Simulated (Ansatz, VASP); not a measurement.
## Two plane-wave programs on V3O

Contents of INCAR:

```
SYSTEM = V3O
ALGO = Normal ; EDIFF = 1E-7
ENCUT = 520 ; GGA = PE
ISIF = 2 ; ISMEAR = 0
ISPIN = 2 ; LASPH = .True.
LCHARG = .False. ; LMAXMIX = 4
LORBIT = 11 ; LREAL = .False.
LWAVE = .False. ; MAGMOM = 2 2 2 0
NBANDS = 34 ; NELM = 150
PREC = Accurate ; SIGMA = 0.1
```

Contents of KPOINTS:

```
k-points
0
Gamma
  6 6 6
  0 0 0
```

POSCAR

```
V3O
1.0
    3.6924887100      0.0000000000      0.0000000000
    0.0000000000      3.6924887100      0.0000000000
    0.0000000000      0.0000000000      3.6924887100
V O
3 1
Direct
    0.5000000000      0.0000000000      0.5000000000
    0.0000000000      0.5000000000      0.5000000000
    0.5000000000      0.5000000000      0.0000000000
    0.0000000000      0.0000000000      0.0000000000
```

Input for Ansatz:

```yaml
crystal:
  lattice:
    - [3.69248871, 0.0, 0.0]
    - [0.0, 3.69248871, 0.0]
    - [0.0, 0.0, 3.69248871]
  atoms:
    - { symbol: V, position: [0.5, 0.0, 0.5], spin: 2.0 }
    - { symbol: V, position: [0.0, 0.5, 0.5], spin: 2.0 }
    - { symbol: V, position: [0.5, 0.5, 0.0], spin: 2.0 }
    - { symbol: O, position: [0.0, 0.0, 0.0] }
basis:
  ecutwfc: 420
kpoints:
  mp_grid: { grid: [6, 6, 6] }
hamiltonian:
  xc: pbe
scf:
  occupations: { method: gaussian, width: 0.1 }
  lower_state_search: "off"
output:
  forces: true
  stress: true
  eigenvalues: true
  populations: true
magnetization:
  spin_polarized: true
```

Change from the starting cell: species swapped into the NbZn3 type (Pm-3m, No. 221).

Alike in both runs: task single point; functional PBE; k mesh 6 × 6 × 6; occupations gaussian, width 0.1 eV; collinear spin.

|  | VASP | Ansatz |
| --- | --- | --- |
| version | VASP 6.6.1 | Ansatz 0.2.0 |
| potentials or method | VASP PAW PBE potentials, release 64 (V_sv, O) | scalar-relativistic, plane waves, PAW |
| plane-wave cutoff (eV) | 520 | 420 |
| valence electrons in the cell | 45 | 45 |

|  | VASP | Ansatz | Ansatz less VASP |
| --- | --- | --- | --- |
| gap on the k mesh at the Fermi level (eV) | none | none | - |
| pressure (GPa) | -9.1 | -9.2 | -0.13 |
| net moment per atom (μB) | 0.00 | 0.00 | 0.000 |

A gap of «none» marks a metal or a gap that the smearing closes. Ansatz warned: «seeded_moment_not_kept».

Caveats: semilocal functionals often make such compounds metallic where correlation or magnetic order opens a gap, which also shifts bond lengths.
